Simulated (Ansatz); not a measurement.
Crystal: Mo.

```xyz
1
Lattice="-0.0105 2.0751 2.0488 1.9817 0.0021 2.0362 1.9485 2.0294 0.0353" Properties=species:S:1:pos:R:3 pbc="T T T"
Mo    0.0728   -0.0301   -0.1065
```

The cell isn't the ideal one: cell strained at random at fixed volume.

```yaml
Program: Ansatz 0.2.0
Task: relaxation of cell and atoms
Functional: PBEsol
Dispersion: D3(BJ)
Potentials_or_basis: all-electron LAPW, inner shells corrected to Dirac's equation
Basis_error_allowed: 0.0005 eV/atom
k_mesh: 8 × 8 × 8
Occupations: fermi-dirac, width 0.05 eV
Spin: non-collinear spin, program default start
```

At the start: volume 16.36 Å³/atom.

Question: How do energy, volume and symmetry change on relaxing?

Answer: Over 10 steps the energy falls by 490.9 meV/atom and the volume is 14.94 Å³/atom (-8.7 %); space group Im-3m (No. 229, to 0.05 Å); moment 0.00 μB per cell.

The path:
| step | energy change (eV) | largest force (eV/Å) | volume (Å³) |
| --- | --- | --- | --- |
| 1 | 0.0000 | 0.0000 | 16.36 |
| 2 | -0.0884 | 0.0000 | 14.76 |
| 3 | -0.1624 | 0.0000 | 14.90 |
| 4 | -0.3125 | 0.0000 | 15.17 |
| 5 | -0.4367 | 0.0000 | 14.77 |
| 6 | -0.4831 | 0.0000 | 14.69 |
| 7 | -0.4901 | 0.0000 | 14.85 |
| 8 | -0.4907 | 0.0000 | 14.94 |
| 9 | -0.4907 | 0.0000 | 14.94 |
| 10 | -0.4909 | 0.0000 | 14.94 |

Final structure:
```yaml
crystal:
  lattice:
    - [0.00194, 2.19414, 2.19414]
    - [1.54946, -0.00290, 2.19565]
    - [1.55566, 2.19116, 0.00160]
  atoms:
    - { symbol: Mo, position: [0.94832, 0.99905, 0.03803] }
```
